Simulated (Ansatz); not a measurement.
# MgI2: the cost of one run

Computed with Ansatz 0.2.0 (DFT PBEsol, scalar-relativistic, unless a step's input says otherwise).

### 1 The structure to begin with

Symmetry: P-3m1, No. 164, trigonal system. Conventional cell: a = 4.154 Å, b = 4.154 Å, c = 6.862 Å, α = 90.00°, β = 90.00°, γ = 120.00°. Mg (site symmetry -3m) has 6 I at 2.92 Å in its first shell of neighbours. Around I (site symmetry 3m) lie 3 Mg at 2.92 Å.

Structure file:

```cif
data_structure
_symmetry_space_group_name_H-M 'P 1'
_symmetry_Int_Tables_number 1
_cell_length_a 4.1537
_cell_length_b 4.1537
_cell_length_c 6.8620
_cell_angle_alpha 90.000
_cell_angle_beta 90.000
_cell_angle_gamma 120.000
_cell_volume 102.53
loop_
_atom_site_label
_atom_site_type_symbol
_atom_site_fract_x
_atom_site_fract_y
_atom_site_fract_z
_atom_site_occupancy
Mg1 Mg 0.00000 0.00000 0.00000 1
I1 I 0.33333 0.66667 0.75763 1
I2 I 0.66667 0.33333 0.24237 1
```

Atoms are numbered in the order of the input: Mg1, I2, I3.

### 2 After the deformation

Space group P-3m1 before, P-3m1 after.

### 3 All-electron LAPW

The input, input.yaml:

```yaml
crystal:
  lattice:
    - [4.1537001214, 0.0, 0.0]
    - [-2.0768500607, 3.5972098248, 0.0]
    - [0.0, 0.0, 6.72476]
  atoms:
    - { symbol: Mg, position: [0.0, 0.0, 0.0] }
    - { symbol: I, position: [0.3333333333, 0.6666666667, 0.75763] }
    - { symbol: I, position: [0.6666666667, 0.3333333333, 0.24237] }
kpoints:
  mp_grid: { grid: [7, 7, 4] }
  band_path:
    path:
      - [0.0, 0.0, 0.0]
      - [0.5, 0.0, 0.0]
      - [0.3333333333, 0.3333333333, 0.0]
      - [0.0, 0.0, 0.0]
      - [0.0, 0.0, 0.5]
      - [0.5, 0.0, 0.5]
      - [0.3333333333, 0.3333333333, 0.5]
      - [0.0, 0.0, 0.5]
      - [0.5, 0.0, 0.5]
    npoints: 5
scf:
  occupations: { method: fermi_dirac, width: 0.03 }
hamiltonian:
  xc: pbesol
  pseudopotentials: { kind: all_electron, lapw: { basis_error: 0.001 } }
output:
  forces: true
  stress: true
  eigenvalues: true
```

Command:

```bash
ansatz run input.yaml --threads 1 --pin off --max-ram 4096MiB --backend cpu --events-out ev --progress --plain --runs-dir out
```

Q: Estimate wall time and peak memory on 1 thread of Arm Neoverse V2, shared host.

About 17 s, with a peak of 0.32 GiB.
